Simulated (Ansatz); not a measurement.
Here is an Ansatz 0.2.0 calculation.

File input.yaml:

```yaml
crystal:
  lattice:
    - [0.0, 2.115, 2.115]
    - [2.115, 0.0, 2.115]
    - [2.115, 2.115, 0.0]
  atoms:
    - { symbol: Nb, position: [0.0, 0.0, 0.0] }
hamiltonian:
  xc: pbesol
  pseudopotentials: { kind: paw }
kpoints:
  mp_grid: { grid: [10, 10, 10] }
scf:
  occupations: { method: fermi_dirac, width: 0.05 }
output:
  forces: true
  stress: true
elastic:
  mode: clamped_ion
  stencil: two_point
```

Potentials or basis: Ansatz PAW.

The run is started by

```console
$ ansatz run input.yaml --threads 2 --pin off --max-ram 5632MiB --backend cpu --events-out ev --progress --plain --runs-dir out
```

(1) Estimate the elastic constants C11, C12, C44.

(2) Predict the Voigt bulk modulus.

(3) Predict the band gap on the k mesh.

(4) What does it give for the pressure?

## Answers

(1) -23, 239, -57 GPa.

(2) 152 GPa.

(3) none (metal or under the smearing width).

(4) -6.9 GPa.

Caveat: the cell is more than 3 GPa from zero pressure, which shifts response properties; the elastic tensor has a negative eigenvalue, so either the cell is unstable as it stands or the mesh is too thin; the PAW data sets come from PBE, with cores solved anew for the run's functional, which leaves a small shift of forces and pressure.
